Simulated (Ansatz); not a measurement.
Ansatz input file:

```yaml
crystal:
  lattice:
    - [0.0, 4.71625711, 7.3627753715]
    - [2.3595806657, 0.0, 7.3627753715]
    - [2.3595806657, 4.71625711, 0.0]
  atoms:
    - { symbol: Si, position: [0.56323108, 0.56323108, 0.93676892] }
    - { symbol: Si, position: [0.31323108, 0.31323108, 0.68676892] }
    - { symbol: Si, position: [0.68676892, 0.68676892, 0.31323108] }
    - { symbol: Si, position: [0.93676892, 0.93676892, 0.56323108] }
    - { symbol: O, position: [0.625, 0.125, 0.625] }
    - { symbol: O, position: [0.625, 0.625, 0.125] }
    - { symbol: O, position: [0.625, 0.625, 0.625] }
    - { symbol: O, position: [0.125, 0.625, 0.625] }
    - { symbol: O, position: [0.1865604, 0.8134396, 0.1865604] }
    - { symbol: O, position: [0.8134396, 0.1865604, 0.8134396] }
    - { symbol: O, position: [0.4365604, 0.0634396, 0.4365604] }
    - { symbol: O, position: [0.0634396, 0.4365604, 0.0634396] }
basis:
  ecutwfc: 420
kpoints:
  mp_grid: { grid: [6, 6, 6] }
hamiltonian:
  xc: pbe
scf:
  occupations: { method: gaussian, width: 0.02 }
output:
  forces: true
  stress: true
  eigenvalues: true
relax:
  adjacent_minimum: "off"
  f_tol: 0.01
  max_steps: 40
```

Command:
```bash
ansatz run input.yaml --threads 2 --pin off --max-ram 5120MiB --backend cpu --events-out ev --progress --plain --runs-dir out
```

Computed with DFT PBE, scalar-relativistic, plane waves, PAW (Ansatz).

Abridged output:

```
Warning: output.stress: scf.convergence.dr2_threshold = 1e-7 eV (the SCF's general default) is looser than the 1.2e-9 eV advised for a printed stress (1e-10 eV for each atom of the cell: 12). ...
Pseudopotentials: kind: paw
Pseudopotential: Si, paw, valence charge 4, recommended cutoff 420 eV (normal)
Pseudopotential: O, paw, valence charge 6, recommended cutoff 420 eV (normal)
Functional definition: PBE
Crystal: 12 atoms, lattice volume = 163.872 Å³
Basis set: ecut = 420 eV, 3169 PW (Γ), exchange–correlation on 120×108×72 points (8 copies of the dense FFT grid, shifted against one another)
Bands: 44, of which v1, the nominal top of the filled ones, is band 32 counted from 1 (31 counted from 0)
Symmetry: 8 space group operations
Space group: Fddd (ITA 70), of the structure as read, at distance tolerance 5.5e-5 Å
k-points: 46 of 216
Initial density: superposition of atomic densities (neutral atoms: chi_scale 0, normalization atom), corrected by the library's trained network
Initial wavefunctions: pseudopotential atomic-orbital guess
Functional: x = pbe(κ = 0.804, μ = 0.21951497), c = pbe(β = 0.06672455)
SCF iter   1: F=—  HF=-7096.124619 eV  |F-HF|=—  |Δ(HF+E_count)|=         —  Δρ=1.40e-3  dr2=2.27e-3  ethr=1.77e-3  ⟨swp⟩=7.3  Hψ=10275  notcnv=0  defer=39
SCF iter   2: F=—  HF=-7096.128291 eV  |F-HF|=—  |Δ(HF+E_count)|=   3.67e-3  Δρ=5.79e-4  dr2=2.24e-4  ethr=3.55e-6  ⟨swp⟩=3.0  Hψ=4641  notcnv=0  defer=242
SCF iter   3: F=—  HF=-7096.129029 eV  |F-HF|=—  |Δ(HF+E_count)|=   7.38e-4  Δρ=2.41e-4  dr2=5.99e-5  ethr=3.50e-7  ⟨swp⟩=2.0  Hψ=2746  notcnv=0  defer=242
SCF iter   4: F=—  HF=-7096.129202 eV  |F-HF|=—  |Δ(HF+E_count)|=   1.73e-4  Δρ=5.41e-5  dr2=3.84e-6  ethr=9.35e-8  ⟨swp⟩=2.0  Hψ=3201  notcnv=0  defer=242
SCF iter   5: F=-7096.129205 eV  HF=-7096.129205 eV  |F-HF|=8.00e-7  |Δ(HF+E_count)|=   2.66e-6  Δρ=2.32e-5  dr2=7.68e-7  ethr=6.01e-9  ⟨swp⟩=2.0  Hψ=2795  notcnv=0  defer=242
SCF iter   6: F=-7096.129206 eV  HF=-7096.129206 eV  |F-HF|=3.85e-8  |Δ(HF+E_count)|=   9.68e-7  Δρ=8.27e-6  dr2=9.18e-8  ethr=1.20e-9  ⟨swp⟩=10.2  Hψ=9400  notcnv=0
SCF 1 converged in 6 iterations: F = -7096.129206 eV  dr2 = 9.18e-8
relax step   1: F+E_penalty+E_count = -7096.12920559 eV  Δ(F+E_penalty+E_count) = +0.000e0 eV  max|allowed force component| = 3.661e-1 eV/Å  Δτ_max = 0.0000 Å  (6 SCF iters, dr2 threshold 2.50e-6 eV, accepted)
Initial density: handed on by an earlier stage of this run
Initial wavefunctions: those handed on with the density
SCF iter   1: F=—  HF=-7096.139205 eV  |F-HF|=—  |Δ(HF+E_count)|=         —  Δρ=8.61e-4  dr2=9.73e-4  ethr=1.40e-6  ⟨swp⟩=2.0  Hψ=6184  notcnv=0  defer=235
SCF iter   2: F=—  HF=-7096.138900 eV  |F-HF|=—  |Δ(HF+E_count)|=   3.05e-4  Δρ=3.75e-4  dr2=2.15e-4  ethr=1.40e-6  ⟨swp⟩=2.1  Hψ=2775  notcnv=0  defer=235
SCF iter   3: F=—  HF=-7096.138827 eV  |F-HF|=—  |Δ(HF+E_count)|=   7.30e-5  Δρ=1.36e-4  dr2=2.36e-5  ethr=3.36e-7  ⟨swp⟩=2.1  Hψ=2889  notcnv=0  defer=235
SCF iter   4: F=-7096.138821 eV  HF=-7096.138821 eV  |F-HF|=1.22e-8  |Δ(HF+E_count)|=   6.39e-6  Δρ=3.39e-5  dr2=1.36e-6  ethr=1.31e-8  ⟨swp⟩=12.2  Hψ=10576  notcnv=0
SCF 2 converged in 4 iterations: F = -7096.138821 eV  dr2 = 1.36e-6
relax step   2: F+E_penalty+E_count = -7096.13882057 eV  Δ(F+E_penalty+E_count) = -9.615e-3 eV  max|allowed force component| = 2.913e-1 eV/Å  Δτ_max = 0.0070 Å  (4 SCF iters, dr2 threshold 8.37e-6 eV, accepted)
SCF iter   1: F=—  HF=-7096.158516 eV  |F-HF|=—  |Δ(HF+E_count)|=         —  Δρ=3.72e-3  dr2=1.69e-2  ethr=2.36e-4  ⟨swp⟩=3.9  Hψ=5130  notcnv=0  defer=232
SCF iter   2: F=—  HF=-7096.152929 eV  |F-HF|=—  |Δ(HF+E_count)|=   5.59e-3  Δρ=1.52e-3  dr2=3.49e-3  ethr=2.64e-5  ⟨swp⟩=3.0  Hψ=3738  notcnv=0  defer=232
SCF iter   3: F=—  HF=-7096.151663 eV  |F-HF|=—  |Δ(HF+E_count)|=   1.27e-3  Δρ=6.19e-4  dr2=4.48e-4  ethr=5.45e-6  ⟨swp⟩=2.0  Hψ=2874  notcnv=0  defer=232
SCF iter   4: F=—  HF=-7096.151538 eV  |F-HF|=—  |Δ(HF+E_count)|=   1.25e-4  Δρ=1.39e-4  dr2=2.10e-5  ethr=7.01e-7  ⟨swp⟩=2.0  Hψ=2863  notcnv=0  defer=232
SCF iter   5: F=-7096.151539 eV  HF=-7096.151540 eV  |F-HF|=1.62e-6  |Δ(HF+E_count)|=   2.08e-6  Δρ=5.84e-5  dr2=3.94e-6  ethr=8.29e-9  ⟨swp⟩=13.6  Hψ=10922  notcnv=0
SCF 3 converged in 5 iterations: F = -7096.151539 eV  dr2 = 3.94e-6
relax step   3: F+E_penalty+E_count = -7096.15153860 eV  Δ(F+E_penalty+E_count) = -1.272e-2 eV  max|allowed force component| = 2.607e-1 eV/Å  Δτ_max = 0.0285 Å  (5 SCF iters, dr2 threshold 5.30e-6 eV, accepted)
SCF iter   1: F=—  HF=-7096.147776 eV  |F-HF|=—  |Δ(HF+E_count)|=         —  Δρ=1.86e-3  dr2=3.38e-3  ethr=5.63e-5  ⟨swp⟩=3.7  Hψ=4988  notcnv=0  defer=222
SCF iter   2: F=—  HF=-7096.147207 eV  |F-HF|=—  |Δ(HF+E_count)|=   5.69e-4  Δρ=8.07e-4  dr2=9.41e-4  ethr=5.29e-6  ⟨swp⟩=2.1  Hψ=3835  notcnv=0  defer=222
SCF iter   3: F=—  HF=-7096.147083 eV  |F-HF|=—  |Δ(HF+E_count)|=   1.24e-4  Δρ=4.35e-4  dr2=2.38e-4  ethr=1.47e-6  ⟨swp⟩=2.8  Hψ=2879  notcnv=0  defer=222
SCF iter   4: F=-7096.147066 eV  HF=-7096.147062 eV  |F-HF|=4.19e-6  |Δ(HF+E_count)|=   2.08e-5  Δρ=8.63e-5  dr2=6.43e-6  ethr=6.73e-8  ⟨swp⟩=11.1  Hψ=11439  notcnv=0
SCF 4 converged in 4 iterations: F = -7096.147066 eV  dr2 = 6.43e-6
relax step   4: F+E_penalty+E_count = -7096.14706607 eV  Δ(F+E_penalty+E_count) = +4.473e-3 eV  max|allowed force component| = 4.206e-1 eV/Å  Δτ_max = 0.0129 Å  (4 SCF iters, dr2 threshold 4.31e-5 eV, rejected (line search))
SCF iter   1: F=—  HF=-7096.154734 eV  |F-HF|=—  |Δ(HF+E_count)|=         —  Δρ=1.28e-3  dr2=1.66e-3  ethr=3.16e-5  ⟨swp⟩=3.6  Hψ=4941  notcnv=0  defer=229
SCF iter   2: F=—  HF=-7096.154394 eV  |F-HF|=—  |Δ(HF+E_count)|=   3.40e-4  Δρ=5.99e-4  dr2=4.75e-4  ethr=2.59e-6  ⟨swp⟩=2.0  Hψ=3727  notcnv=0  defer=229
SCF iter   3: F=—  HF=-7096.154298 eV  |F-HF|=—  |Δ(HF+E_count)|=   9.61e-5  Δρ=2.88e-4  dr2=9.69e-5  ethr=7.42e-7  ⟨swp⟩=2.6  Hψ=2978  notcnv=0  defer=229
SCF iter   4: F=—  HF=-7096.154226 eV  |F-HF|=—  |Δ(HF+E_count)|=   7.24e-5  Δρ=5.60e-5  dr2=3.67e-6  ethr=1.51e-7  ⟨swp⟩=2.0  Hψ=3043  notcnv=0  defer=229
SCF iter   5: F=—  HF=-7096.154228 eV  |F-HF|=—  |Δ(HF+E_count)|=   2.19e-6  Δρ=3.61e-5  dr2=1.47e-6  ethr=5.73e-9  ⟨swp⟩=2.0  Hψ=3111  notcnv=0  defer=229
SCF iter   6: F=-7096.154228 eV  HF=-7096.154227 eV  |F-HF|=2.55e-8  |Δ(HF+E_count)|=   2.83e-7  Δρ=6.61e-6  dr2=4.29e-8  ethr=1.56e-10  ⟨swp⟩=10.7  Hψ=10933  notcnv=0
SCF 5 converged in 6 iterations: F = -7096.154228 eV  dr2 = 4.29e-8
relax step   5: F+E_penalty+E_count = -7096.15422752 eV  Δ(F+E_penalty+E_count) = -2.689e-3 eV  max|allowed force component| = 5.890e-4 eV/Å  Δτ_max = 0.0043 Å  (6 SCF iters, accepted)
SCF converged after 6 iterations
Free energy (F): -7096.154228 eV
Harris-Foulkes:  -7096.154227 eV  (|F-HF|=2.55e-8)
Internal energy: -7096.154228 eV  (E = F + TS)
E sigma→0 (E₀):  -7096.154228 eV
Fermi energy:    4.656166 eV
--- Per-component energies (eV) ---
  E_band       = -323.362854
  E_kinetic    = 1610.404747
  E_local      = -4234.688941  (includes V_loc(G=0)·N_el)
  E_nonlocal   = 480.669406
  E_hartree    = 1537.502970
  E_xc         = -816.797750
  E_vxc        = -948.035025  (∫ρ·V_xc dr)
  E_paw        = -3325.312519  (= ΣΔE_a)
  E_vpaw       = -306.737926  (= ΣTr[D̂ρ^β])
  E_aug_tail   = 0.020866  (compensation charges beyond the density's cutoff)
  E_ewald      = -2347.953007
  E_smearing   =  0.000000  (= −TS)
--- Forces (eV/Å), atoms counted from 1 ---
  atom   1  Si     0.00000000     0.00000000    -0.00002984
  atom   2  Si     0.00000000     0.00000000    -0.00002984
  atom   3  Si     0.00000000     0.00000000     0.00002984
  atom   4  Si     0.00000000     0.00000000     0.00002984
  atom   5  O      0.00000000     0.00000000     0.00000000
  atom   6  O      0.00000000     0.00000000     0.00000000
  atom   7  O      0.00000000     0.00000000     0.00000000
  atom   8  O      0.00000000     0.00000000     0.00000000
  atom   9  O      0.00000000     0.00058897     0.00000000
  atom  10  O      0.00000000    -0.00058897     0.00000000
  atom  11  O      0.00000000     0.00058897     0.00000000
  atom  12  O      0.00000000    -0.00058897     0.00000000
--- Stress (GPa, compression-positive) ---
        3.205961       0.000000       0.000000
        0.000000       3.240958       0.000000
        0.000000       0.000000       3.446015
  P = ⅓ Tr σ = 3.2976 GPa (32.976 kbar)
--- Band table (eV; the first three rows and the last of 46) ---
  k-point 0: bands = ["-17.5589", "-16.6492", "-16.6104", "-15.5613", "-15.5234", "-15.4207", "-15.4155", "-15.4109", "-7.7287", "-5.9479", "-4.9340", "-4.0491", "-3.9401", "-3.4642", "-3.2270", "-3.0405", "-1.3399", "-0.8018", "-0.7683", "-0.7241", "-0.5680", "-0.4362", "-0.2538", "0.0958", "0.1375", "0.2194", "0.6521", "1.0010", "1.2308", "1.3512", "1.7650", "1.7779", "7.5345", "10.1511", "10.1717", "10.5221", "10.5754", "11.3903", "12.0896", "12.2173", "13.1607", "13.3706", "13.4497", "14.1980"]
  k-point 1: bands = ["-17.4682", "-16.7476", "-16.4880", "-15.6358", "-15.5414", "-15.4743", "-15.4353", "-15.4271", "-7.4884", "-6.0674", "-5.0537", "-3.9999", "-3.7267", "-3.4742", "-3.3191", "-3.0747", "-1.3685", "-1.1234", "-0.7561", "-0.6911", "-0.4795", "-0.2290", "-0.1217", "-0.0094", "0.0964", "0.1622", "0.7720", "1.0074", "1.1481", "1.3610", "1.6427", "1.7063", "7.9928", "10.3950", "10.4755", "10.5410", "10.8904", "11.3749", "12.0230", "12.3697", "12.5733", "13.1091", "13.1438", "13.7351"]
  k-point 2: bands = ["-17.2346", "-16.7863", "-16.4325", "-15.9307", "-15.5489", "-15.4963", "-15.4710", "-15.4443", "-7.0105", "-6.1437", "-5.2656", "-4.0556", "-3.7737", "-3.3614", "-3.2416", "-3.0753", "-1.4131", "-1.3277", "-0.8681", "-0.6653", "-0.5381", "-0.3452", "-0.0856", "0.0488", "0.1547", "0.5468", "0.7505", "0.9193", "1.0952", "1.3961", "1.5054", "1.5494", "9.0661", "10.6526", "10.9317", "11.0769", "11.2682", "11.5188", "11.8257", "12.0254", "12.3702", "12.5269", "13.0879", "13.5877"]
  k-point 45: bands = ["-17.3055", "-17.3055", "-15.8201", "-15.8201", "-15.5424", "-15.5424", "-15.4132", "-15.4132", "-7.0682", "-7.0682", "-3.9524", "-3.9524", "-3.9165", "-3.9165", "-3.2697", "-3.2697", "-1.1050", "-1.1050", "-0.5391", "-0.5391", "-0.3909", "-0.3909", "-0.2385", "-0.2385", "0.0896", "0.0896", "1.0101", "1.0101", "1.1739", "1.1739", "1.6434", "1.6434", "8.6949", "8.6949", "10.5907", "10.5907", "11.1528", "11.1528", "11.8706", "11.8706", "12.7865", "12.7865", "14.1217", "14.1217"]
--- Relaxed structure (5 steps of the walk, 4 accepted, 0 SCFs on fresh bases) ---
  F+E_penalty+E_count = -7096.15422752 eV   max|allowed force component| = 5.890e-4 eV/Å
  atoms:
    - { symbol: Si, position: [0.56277590, 0.56277590, 0.93722409] }
    - { symbol: Si, position: [0.31277590, 0.31277590, 0.68722409] }
    - { symbol: Si, position: [0.68722409, 0.68722409, 0.31277590] }
    - { symbol: Si, position: [0.93722409, 0.93722409, 0.56277590] }
    - { symbol: O, position: [0.62500000, 0.12499999, 0.625] }
    - { symbol: O, position: [0.62500000, 0.625, 0.125] }
    - { symbol: O, position: [0.62500000, 0.625, 0.62499999] }
    - { symbol: O, position: [0.12500000, 0.625, 0.625] }
    - { symbol: O, position: [0.18309172, 0.81690827, 0.18309172] }
    - { symbol: O, position: [0.81690827, 0.18309172, 0.81690827] }
    - { symbol: O, position: [0.43309172, 0.06690827, 0.43309172] }
    - { symbol: O, position: [0.06690827, 0.43309172, 0.06690827] }
```

The relaxation met its thresholds.

Time: 55 s on 2 threads of Arm Neoverse V1 (shared host), peak memory 0.58 GiB.